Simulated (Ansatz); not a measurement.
Molecular dynamics of Be

Input:

```yaml
accuracy: low
crystal:
  lattice:
    - [6.982643, 0.0, 0.0]
    - [-3.491321, 6.047146, 0.0]
    - [0.0, 0.0, 7.294534]
  atoms:
    - { symbol: Be, position: [0.01179513, -0.02008188, 0.01289759] }
    - { symbol: Be, position: [0.10839464, 0.1788221, 0.24921221] }
    - { symbol: Be, position: [0.03046262, 0.02402858, 0.5423508] }
    - { symbol: Be, position: [0.06085694, 0.22893366, 0.77159552] }
    - { symbol: Be, position: [0.13534316, 0.38574547, 0.0304057] }
    - { symbol: Be, position: [0.1626496, 0.57419233, 0.3882515] }
    - { symbol: Be, position: [-0.0394204, 0.28808658, 0.48547056] }
    - { symbol: Be, position: [0.13547025, 0.56461476, 0.69685056] }
    - { symbol: Be, position: [-0.02070852, 0.61742136, -0.02940545] }
    - { symbol: Be, position: [0.10643562, 0.83879105, 0.2768636] }
    - { symbol: Be, position: [-0.02823981, 0.67763514, 0.53161901] }
    - { symbol: Be, position: [-0.04135398, 0.83380513, 0.75883037] }
    - { symbol: Be, position: [0.48977971, 0.03570055, 0.05396323] }
    - { symbol: Be, position: [0.41367595, 0.12149525, 0.29630132] }
    - { symbol: Be, position: [0.40370498, 0.02219085, 0.54595676] }
    - { symbol: Be, position: [0.33177734, 0.08705529, 0.80165057] }
    - { symbol: Be, position: [0.31848364, 0.24299151, 0.0426021] }
    - { symbol: Be, position: [0.40964852, 0.49520207, 0.25552301] }
    - { symbol: Be, position: [0.27430818, 0.38677893, 0.57844678] }
    - { symbol: Be, position: [0.42947358, 0.5514231, 0.8596057] }
    - { symbol: Be, position: [0.27432403, 0.70631769, -0.01489662] }
    - { symbol: Be, position: [0.36411348, 0.82427781, 0.24706309] }
    - { symbol: Be, position: [0.46319941, 0.71096509, 0.56125894] }
    - { symbol: Be, position: [0.43597395, 0.89000027, 0.79190445] }
    - { symbol: Be, position: [0.77477136, 0.01884342, -0.10192118] }
    - { symbol: Be, position: [0.83990236, 0.2974125, 0.17477343] }
    - { symbol: Be, position: [0.65551764, 0.05933346, 0.38521381] }
    - { symbol: Be, position: [0.70540753, 0.22921854, 0.75217432] }
    - { symbol: Be, position: [0.64465282, 0.37762167, -0.02766162] }
    - { symbol: Be, position: [0.77596829, 0.57288461, 0.2141896] }
    - { symbol: Be, position: [0.68858125, 0.32708025, 0.47704553] }
    - { symbol: Be, position: [0.64671057, 0.50240891, 0.69067357] }
    - { symbol: Be, position: [0.73017531, 0.7411564, -0.03335335] }
    - { symbol: Be, position: [0.79062919, 0.93979854, 0.19010517] }
    - { symbol: Be, position: [0.75966711, 0.73821093, 0.40752854] }
    - { symbol: Be, position: [0.75786836, 0.92963827, 0.63691088] }
basis:
  ecutwfc: 420.0
kpoints:
  mp_grid: { grid: [2, 2, 2] }
hamiltonian:
  xc: pbe
  dispersion: d3bj
scf:
  occupations: { method: fermi_dirac, width: 0.24 }
  lower_state_search: "off"
md:
  timestep: 1
  n_steps: 110
  ensemble: nvt_langevin
  temperature: 1680.0
  initial_velocities: maxwell_boltzmann
  seed: 38316
  friction: 0.05
```

Launched with:

```bash
$ ansatz run input.yaml --threads 1 --pin off --max-ram 3072MiB --backend cpu --events-out ev --progress --plain --runs-dir out
```

It goes on from the last frame of an earlier run, with new velocities.

Output, in part (step lines):

```
md step     0: t =     0.00 fs  T =  1633.3 K  F+E_penalty+E_count = -3334.39085216 eV  E_kin = 7.600488 eV  (6 SCF iters)
md step     1: t =     1.00 fs  T =  1686.1 K  F+E_penalty+E_count = -3334.35582277 eV  E_kin = 7.846101 eV  (6 SCF iters)
md step     2: t =     2.00 fs  T =  1968.3 K  F+E_penalty+E_count = -3334.34236467 eV  E_kin = 9.159258 eV  (6 SCF iters)
md step     3: t =     3.00 fs  T =  1876.4 K  F+E_penalty+E_count = -3334.32531483 eV  E_kin = 8.731744 eV  (6 SCF iters)
md step     4: t =     4.00 fs  T =  1741.8 K  F+E_penalty+E_count = -3334.31809717 eV  E_kin = 8.105075 eV  (6 SCF iters)
md step     5: t =     5.00 fs  T =  1684.5 K  F+E_penalty+E_count = -3334.37583150 eV  E_kin = 7.838364 eV  (5 SCF iters)
md step     6: t =     6.00 fs  T =  1715.1 K  F+E_penalty+E_count = -3334.51061249 eV  E_kin = 7.980882 eV  (5 SCF iters)
md step     7: t =     7.00 fs  T =  1834.4 K  F+E_penalty+E_count = -3334.69752098 eV  E_kin = 8.536162 eV  (5 SCF iters)
[... lines left out ...]
```

The steps, from the saved trajectory:

| time (fs) | T (K) | potential energy less start (eV) |
| --- | --- | --- |
| 0.0 | 1633 | 0.000 |
| 3.0 | 1876 | 0.066 |
| 6.0 | 1715 | -0.120 |
| 9.0 | 1799 | -0.769 |
| 12.0 | 1735 | -1.508 |
| 15.0 | 1762 | -1.902 |
| 18.0 | 1523 | -2.107 |
| 21.0 | 1695 | -2.147 |
| 24.0 | 1871 | -2.097 |
| 27.0 | 1616 | -1.808 |
| 30.0 | 1710 | -1.839 |
| 33.0 | 1656 | -1.603 |
| 36.0 | 1857 | -1.303 |
| 39.0 | 1427 | -1.169 |
| 42.0 | 1310 | -1.354 |
| 45.0 | 1424 | -1.678 |
| 48.0 | 1597 | -2.565 |
| 51.0 | 1876 | -3.498 |
| 54.0 | 1626 | -3.483 |
| 57.0 | 1863 | -3.043 |
| 60.0 | 1838 | -2.641 |
| 63.0 | 1873 | -2.207 |
| 66.0 | 1296 | -1.744 |
| 69.0 | 1611 | -1.728 |
| 72.0 | 1631 | -1.804 |
| 75.0 | 1766 | -1.941 |
| 78.0 | 1540 | -1.692 |
| 81.0 | 1473 | -1.738 |
| 84.0 | 1912 | -2.161 |
| 87.0 | 1939 | -2.898 |
| 90.0 | 2202 | -3.444 |
| 93.0 | 2115 | -3.723 |
| 96.0 | 1962 | -3.797 |
| 99.0 | 1793 | -3.607 |
| 102.0 | 1804 | -3.323 |
| 105.0 | 2205 | -3.366 |
| 108.0 | 2123 | -3.488 |

All steps were run. A run of 0.11 ps of so small a system gives no equilibrium averages. Limits of this set-up: coarse k mesh, low accuracy level.

Mean squared displacements from the first frame to the last, about the centre of mass: Be 0.39 Å².

Last frame:

```xyz
36
Lattice="6.9826 0.0000 0.0000 -3.4913 6.0471 0.0000 0.0000 0.0000 7.2945" Properties=species:S:1:pos:R:3
Be 0.238 -0.024 0.139
Be 0.563 1.221 1.847
Be 0.178 -0.172 3.759
Be 0.236 1.409 5.779
Be -0.585 2.198 0.140
Be -1.017 3.329 1.882
Be -1.070 1.807 3.410
Be -1.054 3.149 5.106
Be -2.189 3.561 0.104
Be -2.060 5.205 1.765
Be -2.756 4.240 4.028
Be -2.362 5.096 5.729
Be 2.744 -0.154 0.280
Be 2.664 1.137 1.694
Be 2.082 -0.409 3.816
Be 2.305 1.475 5.113
Be 1.493 2.097 0.016
Be 1.099 3.089 1.994
Be 0.927 2.205 3.797
Be 1.053 3.400 5.615
Be -0.018 4.012 -0.136
Be 0.063 5.236 1.937
Be 0.407 4.171 3.704
Be -0.177 5.722 5.504
Be 5.140 0.179 -0.334
Be 4.755 1.159 1.604
Be 4.766 0.133 3.185
Be 4.849 1.265 5.161
Be 3.777 1.607 -0.402
Be 3.477 3.223 1.635
Be 3.715 2.058 3.426
Be 3.573 3.194 5.055
Be 2.965 4.205 -0.333
Be 2.771 5.764 2.037
Be 2.222 3.477 3.628
Be 1.912 4.983 5.043
```

Time of the run: 15 min on 1 CPU thread of a shared host.
